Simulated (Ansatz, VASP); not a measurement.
One calculation of InAs, two programs

```
In As
1.0
     0.00000    3.01800    3.01800
     3.01800    0.00000    3.01800
     3.01800    3.01800    0.00000
In As
1 1
Direct
  0.00000 0.00000 0.00000
  0.75000 0.75000 0.75000
```

Alike in both runs: task single point; functional HSE(alpha, omega); k mesh 4 × 4 × 4; occupations fermi-dirac, width 0.05 eV; no spin polarisation.

|  | VASP | Ansatz |
| --- | --- | --- |
| version | VASP 6.6.1 | Ansatz 0.2.0 |
| potentials or method | VASP PAW PBE potentials, release 64 (In_d, As) | Ansatz PAW |
| plane-wave cutoff (eV) | 520 | 420 |
| valence electrons in the cell | 18 | 28 |

VASP gave:

| Property | Result |
| --- | --- |
| gap on the k mesh at the Fermi level (eV) | 0.32 |
| least direct gap on the mesh (eV) | 0.32 |
| pressure (GPa) | 2.9 |

Task: What did Ansatz give for the same quantities?

Result: gap on the k mesh at the Fermi level (eV): 0.33; least direct gap on the mesh (eV): 0.33; pressure (GPa): 3.0.

With one functional, cell and mesh, what is left measures potentials, basis and numerics. The two sets of potentials don't hold the same shells in valence.

Caveats: the k mesh is coarse (spacing up to 0.45 Å⁻¹), so the values aren't converged, least of all with exact exchange; spin-orbit coupling is left out, which moves the levels of the heavy elements; the PAW data sets were made with another functional, which shifts forces and pressure a little (VASP); the PAW data sets come from PBE, with cores solved anew for the run's functional, which leaves a small shift of forces and pressure (Ansatz); the thresholds are loose for stress (Ansatz).
